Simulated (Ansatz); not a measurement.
# SiC (P6_3mc): how far a G0W0 gap depends on its settings

Aim: test how the G0W0 gap of SiC in the database structure moves with the number of bands, the screening cutoff and the other choices.

The runs shown are made with Ansatz 0.2.0. G0W0, plane waves. Calculated at 0 K for a non-magnetic cell.

### Step 1. Starting point

The cell was relaxed beforehand with r2SCAN.

It is hexagonal, P6_3mc (No. 186); conventional cell a = 3.075 Å, c = 5.048 Å, 10.34 Å³ an atom. Around Si lie 4 C at 1.88–1.90 Å; around C lie 4 Si at 1.88–1.90 Å.

As a file:

```cif
data_structure
_symmetry_space_group_name_H-M 'P 1'
_symmetry_Int_Tables_number 1
_cell_length_a 3.0754
_cell_length_b 3.0754
_cell_length_c 5.0481
_cell_angle_alpha 90.000
_cell_angle_beta 90.000
_cell_angle_gamma 120.000
_cell_volume 41.35
loop_
_atom_site_label
_atom_site_type_symbol
_atom_site_fract_x
_atom_site_fract_y
_atom_site_fract_z
_atom_site_occupancy
Si1 Si 0.33333 0.66667 0.49959 1
Si2 Si 0.66667 0.33333 0.99959 1
C1 C 0.33333 0.66667 0.87541 1
C2 C 0.66667 0.33333 0.37541 1
```

### Step 2. 123 empty bands, 120 eV

The input, input.yaml:

```yaml
crystal:
  lattice:
    - [3.0753564068, 0.0, 0.0]
    - [-1.5376782034, 2.6633367739, 0.0]
    - [0.0, 0.0, 5.0481087035]
  atoms:
    - { symbol: Si, position: [0.3333333333, 0.6666666667, 0.4995917768] }
    - { symbol: Si, position: [0.6666666667, 0.3333333333, 0.9995917768] }
    - { symbol: C, position: [0.3333333333, 0.6666666667, 0.8754082232] }
    - { symbol: C, position: [0.6666666667, 0.3333333333, 0.3754082232] }
kpoints:
  mp_grid: { grid: [6, 6, 4] }
hamiltonian:
  xc: pbe
scf:
  occupations: { method: fixed }
gw:
  n_empty_bands: 123
  ecut_chi: 120
  qp_bands: [v2, c2]
  qp_kpoints: band_edges
  screening: { model: contour_deformation }
```

### Step 3. 306 empty bands, 220 eV

Edit input.yaml of step 2 so:

```diff
@@ -17,4 +17,4 @@
 gw:
-  n_empty_bands: 123
-  ecut_chi: 120
+  n_empty_bands: 306
+  ecut_chi: 220
   qp_bands: [v2, c2]
```

### Step 4. 562 empty bands, 300 eV

Edit input.yaml of step 3 so:

```diff
@@ -17,4 +17,4 @@
 gw:
-  n_empty_bands: 306
-  ecut_chi: 220
+  n_empty_bands: 562
+  ecut_chi: 300
   qp_bands: [v2, c2]
```

### Step 5. Starting from HSE06

Edit input.yaml of step 4 so:

```diff
@@ -13,3 +13,3 @@
 hamiltonian:
-  xc: pbe
+  xc: hse06
 scf:
@@ -17,4 +17,4 @@
 gw:
-  n_empty_bands: 562
-  ecut_chi: 300
+  n_empty_bands: 306
+  ecut_chi: 220
   qp_bands: [v2, c2]
```

### Step 6. Starting from r2SCAN

Edit input.yaml of step 5 so:

```diff
@@ -13,3 +13,3 @@
 hamiltonian:
-  xc: hse06
+  xc: r2scan
 scf:
```

### Step 7. Starting from PBE0

Edit input.yaml of step 6 so:

```diff
@@ -13,3 +13,3 @@
 hamiltonian:
-  xc: r2scan
+  xc: pbe0
 scf:
```

### Step 8. A plasmon pole in place of the full frequency dependence

Edit input.yaml of step 7 so:

```diff
@@ -13,3 +13,3 @@
 hamiltonian:
-  xc: pbe0
+  xc: pbe
 scf:
@@ -21,2 +21,2 @@
   qp_kpoints: band_edges
-  screening: { model: contour_deformation }
+  screening: { model: godby_needs }
```

### Step 9. A finer mesh, 12×12×6

Edit input.yaml of step 8 so:

```diff
@@ -11,3 +11,3 @@
 kpoints:
-  mp_grid: { grid: [6, 6, 4] }
+  mp_grid: { grid: [12, 12, 6] }
 hamiltonian:
@@ -17,6 +17,6 @@
 gw:
-  n_empty_bands: 306
-  ecut_chi: 220
+  n_empty_bands: 67
+  ecut_chi: 80
   qp_bands: [v2, c2]
   qp_kpoints: band_edges
-  screening: { model: godby_needs }
+  screening: { model: contour_deformation }
```

### Step 10. Norm-conserving pseudopotentials

Edit input.yaml of step 9 so:

```diff
@@ -11,5 +11,6 @@
 kpoints:
-  mp_grid: { grid: [12, 12, 6] }
+  mp_grid: { grid: [6, 6, 4] }
 hamiltonian:
   xc: pbe
+  pseudopotentials: { kind: nc }
 scf:
@@ -17,4 +18,4 @@
 gw:
-  n_empty_bands: 67
-  ecut_chi: 80
+  n_empty_bands: 306
+  ecut_chi: 220
   qp_bands: [v2, c2]
```

Before running it: what results should come out? Wanted: for each run, start; potentials; frequencies; empty bands; cutoff; Kohn-Sham gap; G0W0 gap.

**Answer**, as computed:

| start | potentials | frequencies | empty bands | cutoff (eV) | mesh | Kohn-Sham gap (eV) | G0W0 gap (eV) |
| --- | --- | --- | --- | --- | --- | --- | --- |
| PBE | PAW | full | 123 | 120 | 6×6×4 | 2.27 | 2.99 |
| PBE | PAW | full | 306 | 220 | 6×6×4 | 2.27 | 3.17 |
| PBE | PAW | full | 562 | 300 | 6×6×4 | 2.27 | 3.23 |
| HSE06 | PAW | full | 306 | 220 | 6×6×4 | 3.16 | 3.57 |
| r2SCAN | PAW | full | 306 | 220 | 6×6×4 | 2.65 | 3.34 |
| PBE0 | PAW | full | 306 | 220 | 6×6×4 | 3.88 | 3.73 |
| PBE | PAW | pole | 306 | 220 | 6×6×4 | 2.27 | 3.09 |
| PBE | PAW | full | 67 | 80 | 12×12×6 | 2.28 | 2.83 |
| PBE | NC | full | 306 | 220 | 6×6×4 | 2.26 | 3.18 |

Gaps are those on each run's own mesh.

**Reading.** With bands and cutoff raised together, from 123 bands at 120 eV to 562 at 300 eV, the gap moves by +0.24 eV, and on the last rung by +0.06 eV; extrapolated in 1/N from the last two rungs, the limit on this k mesh would lie near 3.3 eV. The starting point matters: against PBE, HSE06 gives +0.39 eV, r2SCAN gives +0.17 eV, PBE0 gives +0.56 eV. The plasmon pole changes the gap by -0.086 eV. Norm-conserving potentials change it by +0.004 eV.
